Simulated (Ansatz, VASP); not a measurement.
Pt: VASP beside Ansatz

File INCAR:

```
SYSTEM = Pt
PREC = Accurate
ENCUT = 520
EDIFF = 1E-6
ISMEAR = 0
SIGMA = 0.1
LREAL = .FALSE.
LASPH = .TRUE.
NELM = 100
ALGO = Fast
ISIF = 2
LWAVE = .FALSE.
LCHARG = .FALSE.
GGA = PS
NBANDS = 17
```

Contents of KPOINTS:

```
regular mesh
0
G
  16 16 8
  0 0 0
```

File POSCAR:

```
Pt
1.0
    1.4797867245     -2.6392564416      0.0000000000
    1.4797867245      2.6392564416      0.0000000000
    0.0000000000      0.0000000000      5.1215827674
Pt
2
Direct
    0.6711966684      0.3288033316      0.2500000000
    0.3288033316      0.6711966684      0.7500000000
```

Input for Ansatz:

```yaml
crystal:
  lattice:
    - [1.4797867245, -2.6392564416, 0.0]
    - [1.4797867245, 2.6392564416, 0.0]
    - [0.0, 0.0, 5.1215827674]
  atoms:
    - { symbol: Pt, position: [0.6711966684, 0.3288033316, 0.25] }
    - { symbol: Pt, position: [0.3288033316, 0.6711966684, 0.75] }
basis:
  ecutwfc: 420
kpoints:
  mp_grid: { grid: [16, 16, 8] }
hamiltonian:
  xc: pbesol
scf:
  occupations: { method: gaussian, width: 0.1 }
output:
  forces: true
  stress: true
  eigenvalues: true
  populations: true
```

Alike in both runs: task single point; functional PBEsol; k mesh 16 × 16 × 8; occupations gaussian, width 0.1 eV; no spin polarisation.

```csv
,VASP,Ansatz
version,VASP 6.6.1,Ansatz 0.2.0
potentials or method,"VASP PAW PBE potentials, release 64 (Pt)","scalar-relativistic, plane waves, PAW"
plane-wave cutoff (eV),520,420
valence electrons in the cell,20,36
```

|  | VASP | Ansatz | Ansatz less VASP |
| --- | --- | --- | --- |
| gap on the k mesh at the Fermi level (eV) | none | none | - |
| pressure (GPa) | -36.6 | -36.4 | +0.11 |
| largest component of the traceless stress (GPa) | 2.69 | 2.77 | +0.083 |
| rms of the force components (eV/Å) | 0.035 | 0.035 | +0.0003 |

Atom by atom the forces differ by 0.000 eV/Å (rms over components). A gap of «none» marks a metal or a gap that the smearing closes. The two sets of potentials don't hold the same shells in valence.

Caveats: the cell as given lies far from equilibrium; so large a pressure means that the cell lies far from this level's equilibrium, or that cutoff or potentials fall short (VASP); the potentials were made for another functional, which shifts forces and pressure (VASP). The runs have no spin-orbit coupling, so splittings on Pt are missing.
